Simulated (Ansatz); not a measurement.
Wanted: the native input for an Ansatz 0.2.0 run.

```
Task                : band structure
Functional          : PBEsol
Potentials or basis : all-electron LAPW, scalar-relativistic
Cutoff              : 291 eV (chosen from the basis error)
Basis error allowed : 0.001 eV/atom
k mesh              : 7 × 7 × 7
Occupations         : fermi-dirac, width 0.05 eV
Spin                : no spin polarisation
```

Crystal: As.

```
CELL_PARAMETERS angstrom
1.88080 1.08588 3.51406
-1.88080 1.08588 3.51406
0.00000 -2.17176 3.51406
ATOMIC_POSITIONS crystal
As 0.22600 0.22600 0.22600
As 0.77400 0.77400 0.77400
```

The input as run:

input.yaml

```yaml
crystal:
  lattice:
    - [1.8807968987, 1.0858785957, 3.5140619945]
    - [-1.8807968987, 1.0858785957, 3.5140619945]
    - [0.0, -2.1717571915, 3.5140619945]
  atoms:
    - { symbol: As, position: [0.226, 0.226, 0.226] }
    - { symbol: As, position: [0.774, 0.774, 0.774] }
kpoints:
  mp_grid: { grid: [7, 7, 7] }
  band_path:
    path:
      - [0.0, 0.0, 0.0]
      - [0.5, 0.0, 0.0]
      - [0.5, 0.2303245873, -0.2303245873]
    npoints: 10
scf:
  occupations: { method: fermi_dirac, width: 0.05 }
hamiltonian:
  xc: pbesol
  pseudopotentials: { kind: all_electron, lapw: { basis_error: 0.001 } }
output:
  forces: true
  stress: true
  eigenvalues: true
```

Potentials or basis: all-electron LAPW, scalar-relativistic.

Launch:

```bash
$ ansatz run input.yaml --threads 1 --pin off --max-ram 3072MiB --backend cpu --events-out ev --progress --plain --runs-dir out
```

It gave:

```json
{"Pressure": "0.2 GPa", "Largest force": "0.331 eV/Å", "Band gap along the path": "none (metal or under the smearing width)"}
```

Caveat: the k mesh is thin for a metal, which can move the energy by tens of meV per atom.

Wall time 16 s on 1 thread of Arm Neoverse V2 (shared host), peak memory 0.31 GiB.
